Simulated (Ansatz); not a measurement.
**Cs: stress in a strained cell**

Aim: deform Cs (equal xy, yz and zx engineering shear strains of +4 %) and compute stress, forces and field gradients with LAPW, PAW and all-electron datasets made for the crystal.

Computed with Ansatz 0.2.0 (DFT LDA, scalar-relativistic, unless a step's input says otherwise).

**1. Starting point**

It takes space group Fm-3m (No. 225, cubic). Conventional cell: a = 7.897 Å, b = 7.897 Å, c = 7.897 Å, α = 90.00°, β = 90.00°, γ = 90.00°.

As a file:

```xyz
1
Lattice="0.0000 3.9483 3.9483 3.9483 0.0000 3.9483 3.9483 3.9483 0.0000" Properties=species:S:1:pos:R:3 pbc="T T T"
Cs    0.0000    0.0000    0.0000
```

**2. After the deformation**

Space group Fm-3m before, R-3m after.

**3. All-electron LAPW**

input.yaml reads:

```yaml
crystal:
  lattice:
    - [0.1579334296, 4.0273024548, 4.0273024548]
    - [4.0273024548, 0.1579334296, 4.0273024548]
    - [4.0273024548, 4.0273024548, 0.1579334296]
  atoms:
    - { symbol: Cs, position: [0.0, 0.0, 0.0] }
kpoints:
  mp_grid: { grid: [8, 8, 8] }
scf:
  occupations: { method: fermi_dirac, width: 0.08 }
hamiltonian:
  xc: lda
  pseudopotentials: { kind: all_electron, lapw: { basis_error: 0.00025 } }
output:
  forces: true
  stress: true
  eigenvalues: true
```

Run with:

```sh
$ ansatz run input.yaml --threads 1 --pin off --max-ram 2048MiB --backend cpu --events-out ev --progress --plain --runs-dir out
```

**4. PAW on the default files**

Changes to input.yaml since step 3:

```diff
@@ -13,3 +13,3 @@
   xc: lda
-  pseudopotentials: { kind: all_electron, lapw: { basis_error: 0.00025 } }
+  pseudopotentials: { kind: paw }
 output:
@@ -18 +18,2 @@
   eigenvalues: true
+  efg: { contact_densities: true }
```

**5. Datasets made for this crystal**

Changes to input.yaml since step 4:

```diff
@@ -13,3 +13,3 @@
   xc: lda
-  pseudopotentials: { kind: paw }
+  pseudopotentials: { kind: all_electron, datasets: crystal }
 output:
```

(Steps that only read results are left out.)

Q: Predict the outcome of this session. Wanted: pressure; largest shear or deviatoric stress.

The runs gave:

| quantity | value |
| --- | --- |
| pressure | LAPW -0.39, PAW -0.39, crystal datasets -0.39 GPa |
| largest shear or deviatoric stress (LAPW) | 0.03 GPa |

The largest part of the stress beyond the pressure is 0.03 GPa in size. No run of the undeformed cell stands beside it, so the pressure holds what the given cell had before the change. PAW: stress within 0.01 GPa of LAPW. Crystal datasets: stress within 0.01 GPa of LAPW. Spin-orbit coupling is left out, though the cell holds Cs; in elements this heavy it can shift bands and gaps by tenths of an eV.
